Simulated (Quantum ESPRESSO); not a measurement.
# Bi under changes of volume

One of the cells (33.614 Å³/atom); the others are scaled copies at fixed shape and fractional positions:

```
CELL_PARAMETERS angstrom
3.23838 0.00000 0.00000
0.00000 3.22164 0.00000
-0.08045 0.00000 6.44389
ATOMIC_POSITIONS crystal
Bi 0.54425 0.00000 0.74958
Bi 0.45575 0.00000 0.25042
```

This isn't the form of Bi at room conditions, which is rhombohedral.

| Quantity | Value |
| --- | --- |
| Program | Quantum ESPRESSO 7.5 |
| Functional | r2SCAN |
| Potentials or basis | SG15 PBE 1.2 |
| Cutoff | 898 eV |
| Density cutoff | 3592 eV |
| k mesh | 4 × 4 × 2 |
| Occupations | fermi-dirac, width 0.05 eV |
| Spin | no spin polarisation |

```csv
volume (Å³/atom),energy over the lowest point (meV/atom),pressure (GPa)
31.597,39.61,4.8
32.270,22.36,3.5
32.942,10.35,2.3
33.614,?,?
34.286,0.00,0.3
34.959,0.75,-0.6
35.631,4.91,-1.4
```

Q: What does the run at 33.614 Å³/atom give?

A: Energy over the lowest point 3.06 meV/atom; pressure 1.2 GPa.

Worked out: A Birch-Murnaghan fit of order 3 (a polynomial in V^(-2/3)) to the other rows has its minimum at 34.48 Å³/atom with B0 = V·E''(V) = 45 GPa and B' = 4.4 at fixed shape and positions, which overstates the stiffness. It gives 3.06 meV/atom at 33.614 Å³/atom, against the run's 3.06, and -dE/dV = 1.2 GPa, against 1.2.

Energies are extrapolated to zero smearing.

Caveats: all runs use coarse meshes; the potentials were made for another functional, which shifts forces and pressure.
